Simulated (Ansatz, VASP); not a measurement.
**Two plane-wave programs on W**

INCAR

```
SYSTEM = W
PREC = Accurate
ENCUT = 520
EDIFF = 1E-6
ISMEAR = 0
SIGMA = 0.15
LREAL = .False.
LASPH = .True.
NELM = 100
ALGO = Fast
ISIF = 2
LWAVE = .False.
LCHARG = .False.
GGA = PS
NBANDS = 13
```

KPOINTS

```
Automatic mesh
0
Gamma
  20 20 20
  0 0 0
```

POSCAR

```
W
1.0
    0.0000000000      2.0300000000      2.0097000000
    2.0300000000      0.0000000000      2.0097000000
    2.0300000000      2.0300000000      0.0000000000
W
1
Direct
    0.0000000000      0.0000000000      0.0000000000
```

Input for Ansatz:

```yaml
crystal:
  lattice:
    - [0.0, 2.03, 2.0097]
    - [2.03, 0.0, 2.0097]
    - [2.03, 2.03, 0.0]
  atoms:
    - { symbol: W, position: [0.0, 0.0, 0.0] }
basis:
  ecutwfc: 420
kpoints:
  mp_grid: { grid: [20, 20, 20] }
hamiltonian:
  xc: pbesol
scf:
  occupations: { method: gaussian, width: 0.15 }
output:
  forces: true
  stress: true
  eigenvalues: true
  write_density: true
  write_potential: true
  elf: true
  volumetric_format: npy
```

Change from the starting cell: strain -0.0100 x Voigt [0, 0, 1, 0, 0, 0], atoms carried along.

Alike in both runs: task single point; functional PBEsol; k mesh 20 × 20 × 20; occupations gaussian, width 0.15 eV; no spin polarisation.

|  | VASP | Ansatz |
| --- | --- | --- |
| version | VASP 6.6.1 | Ansatz 0.2.0 |
| potentials or method | VASP PAW PBE potentials, release 64 (W_sv) | scalar-relativistic, plane waves, PAW |
| plane-wave cutoff (eV) | 520 | 420 |
| valence electrons in the cell | 14 | 14 |

```csv
,VASP,Ansatz,Ansatz less VASP
gap on the k mesh at the Fermi level (eV),none,none,-
pressure (GPa),-9.6,-10.1,-0.46
largest component of the traceless stress (GPa),2.37,2.34,-0.026
```

A gap of «none» marks a metal or a gap that the smearing closes. The functional is the same, so the differences come from potentials, cutoffs and numerics.

Caveats: the PAW data sets were made with another functional, which shifts forces and pressure a little (VASP). Spin-orbit coupling is left out, which matters for the levels of W.
